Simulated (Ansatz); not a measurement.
# Li (hcp type): how the settings move a single-point run

Aim: see which settings change the result for Li (hcp type), by how much, and at what cost.

Method: reference: DFT, PBEsol, all-electron LAPW, scalar-relativistic, in Ansatz 0.2.0.

1 further run of the same task is left out (set aside as unsound or not needed).

### 1 Starting point

Symmetry: P6_3/mmc, No. 194, hexagonal system. Conventional cell: a = 3.054 Å, b = 3.054 Å, c = 4.995 Å, α = 90.00°, β = 90.00°, γ = 120.00°. Li (site symmetry -6m2) is surrounded by 12 Li at 3.05 to 3.06 Å.

Structure file:

```cif
data_structure
_symmetry_space_group_name_H-M 'P 1'
_symmetry_Int_Tables_number 1
_cell_length_a 3.0544
_cell_length_b 3.0544
_cell_length_c 4.9952
_cell_angle_alpha 90.000
_cell_angle_beta 90.000
_cell_angle_gamma 120.000
_cell_volume 40.36
loop_
_atom_site_label
_atom_site_type_symbol
_atom_site_fract_x
_atom_site_fract_y
_atom_site_fract_z
_atom_site_occupancy
Li1 Li 0.33333 0.66667 0.25000 1
Li2 Li 0.66667 0.33333 0.75000 1
```

### 2 Baseline

Input file input.yaml:

```yaml
crystal:
  lattice:
    - [3.0544211454, 0.0, 0.0]
    - [-1.5272105727, 2.6452063058, 0.0]
    - [0.0, 0.0, 4.9952014092]
  atoms:
    - { symbol: Li, position: [0.3333333333, 0.6666666667, 0.25] }
    - { symbol: Li, position: [0.6666666667, 0.3333333333, 0.75] }
kpoints:
  mp_grid: { grid: [16, 16, 9] }
  band_path:
    path:
      - [0.0, 0.0, 0.0]
      - [0.5, 0.0, 0.0]
      - [0.3333333333, 0.3333333333, 0.0]
      - [0.0, 0.0, 0.0]
      - [0.0, 0.0, 0.5]
      - [0.5, 0.0, 0.5]
      - [0.3333333333, 0.3333333333, 0.5]
      - [0.0, 0.0, 0.5]
      - [0.5, 0.0, 0.5]
    npoints: 5
scf:
  occupations: { method: fermi_dirac, width: 0.05 }
hamiltonian:
  xc: pbesol
  pseudopotentials: { kind: all_electron, lapw: { basis_error: 0.00025 } }
output:
  forces: true
  stress: true
  eigenvalues: true
```

On the command line:

```console
> ansatz run input.yaml --threads 1 --pin off --max-ram 2048MiB --backend cpu --events-out ev --progress --plain --runs-dir out
```

### 3 Changing settings: xc_grid 2

Edit input.yaml of step 2 so:

```diff
@@ -31 +31,3 @@
   eigenvalues: true
+basis:
+  xc_grid: 2
```

Before running it: what results should come out? Wanted: for each run, ending; energy change; pressure; gap; force.

**Answer**, as computed:

```
         run     ending  energy change  pressure (GPa)  gap (eV)  force (eV/Å)  cycles   time
   reference  converged              0             0.0      0.00          0.00       4  4.5 s
1: xc_grid 2  converged   0.0 meV/atom             0.0      0.00          0.00       4  5.1 s
```

Residual by cycle in the longest SCF loop of each run; runs are numbered as in the table. The quantity is the density residual dr2, in eV.

```
cycle  reference    run 1
    1    0.00127  0.00127
    2     5.6e-4   5.6e-4
    3     1.4e-5   1.4e-5
    4     2.0e-8   2.0e-8
```

**Reading.** The changed input (numerical grids) leaves the energy the same to the digits printed.
